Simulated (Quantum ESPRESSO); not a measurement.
# ZrO: Hubbard U from linear response under several settings

```
CELL_PARAMETERS angstrom
1.82664 -2.91885 0.00000
1.82664 2.91885 0.00000
0.00000 0.00000 2.61994
ATOMIC_POSITIONS crystal
Zr 0.00000 0.00000 0.00000
O 0.50000 0.50000 0.00000
```

The cell was built by a generator and needn't be a form met in nature.

All runs used Quantum ESPRESSO 7.5; potentials PseudoDojo 0.4.1 SR PBE standard; k mesh 6 × 6 × 8; given cell; no spin polarisation; cutoff 1143 eV; occupations cold, width 0.2 eV.

| level | projectors | U typed (eV) | q mesh | with V | state | U computed (eV) |
| --- | --- | --- | --- | --- | --- | --- |
| PBE+U | ortho-atomic | 4.0 | 1 × 1 × 1 | no | metal | ? |
| PBE+U | ortho-atomic | 4.0 | 2 × 2 × 2 | no | metal | Zr 2.5 |
| PBE+U | ortho-atomic | 0.0 | 3 × 3 × 3 | no | metal | Zr 2.8 |

**Question.** What stands in the row left open?

**Answer.** U computed Zr 2.8 eV.

Caveats: U without spin polarisation on a metal has little footing; the computed U isn't converged in cell size (some runs).

For the row left open. Caveat: the k mesh is coarse; the computed U isn't converged in cell size; U without spin polarisation on a metal has little footing.
